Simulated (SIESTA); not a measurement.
The system is Zn.

```
Zn
1.0
     2.67000    0.00000    0.00000
    -1.33500    2.31229    0.00000
     0.00000    0.00000    4.96600
Zn
2
Direct
  0.66667 0.33333 0.75000
  0.33333 0.66667 0.25000
```

```yaml
Program: SIESTA 5.4.2
Task: single point
Functional: PBE
Potentials_or_basis: PseudoDojo 0.4 standard (PBE files)
Basis: DZP (energy shift 0.003 Ry; two zetas on semicore shells)
Grid_cutoff: 800 Ry
Energy_shift: 0.003 Ry
k_mesh: 11 × 11 × 6
Occupations: fermi-dirac, width 0.05 eV
Spin: no spin polarisation
```

On this cell: pressure -4.1 GPa; largest force under 0.003 eV/Å; band gap on the k mesh none (metal or under the smearing width).

The same run follows on a disturbed copy (atoms moved at random, drawn with an rms of 0.05 Å):

```
Zn
1.0
     2.67000    0.00000    0.00000
    -1.33500    2.31229    0.00000
     0.00000    0.00000    4.96600
Zn
2
Direct
  0.66542 0.31974 0.74893
  0.32257 0.68013 0.25107
```

Problem. What changes?

Solution. The energy (extrapolated to zero smearing) moves by +1.7 meV/atom; pressure -3.7 GPa; largest force 0.094 eV/Å; band gap on the k mesh none (metal or under the smearing width).

Forces in eV/Å, atoms in the order of the input:
```
Zn  -0.041  0.061  0.058
Zn   0.041 -0.060 -0.058
```

Stress tensor (GPa, compression positive):
```
-2.81  0.07 -0.02
 0.07 -2.62 -0.12
-0.02 -0.12 -5.53
```

Caveats: short orbitals over semicore shells can move pressures by several GPa; the valence orbitals were made in a potential fitted to the semicore shell under them, which widens gaps by tenths of an eV or more; the basis of atomic orbitals isn't converged, which shifts pressures, moduli and gaps.
